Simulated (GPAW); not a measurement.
BeTe:

```
Te Be
1.0
     0.00000    2.77000    2.77000
     2.77000    0.00000    2.77000
     2.77000    2.77000    0.00000
Te Be
1 1
Direct
  0.75000 0.75000 0.75000
  0.00000 0.00000 0.00000
```

Base run:

| Quantity | Value |
| --- | --- |
| Program | GPAW 26.7.0 |
| Functional | PBE |
| Potentials or basis | GPAW PAW data sets (gpaw-data 1.2.1) |
| Cutoff | 650 eV |
| Basis | pw |
| k mesh | 7 × 7 × 7 |
| Occupations | fermi-dirac, width 0.05 eV |
| Spin | no spin polarisation |

Its results: band gap on the k mesh 1.92 eV, indirect (least direct gap 3.58 eV).

Task: The run is repeated on the same cell with these changes: functional from PBE to HSE06; cutoff from 650 eV to 600 eV; k mesh from 7 × 7 × 7 to 6 × 6 × 6. What comes out?

Result: Band gap on the k mesh 2.51 eV, indirect (least direct gap 4.42 eV).

Several settings changed at once, so the effect can't be laid on one alone.

Caveats: spin-orbit coupling is left out, which moves the levels of the heavy elements; an odd mesh through Γ misses points on the zone boundary, where band edges often lie (some runs).
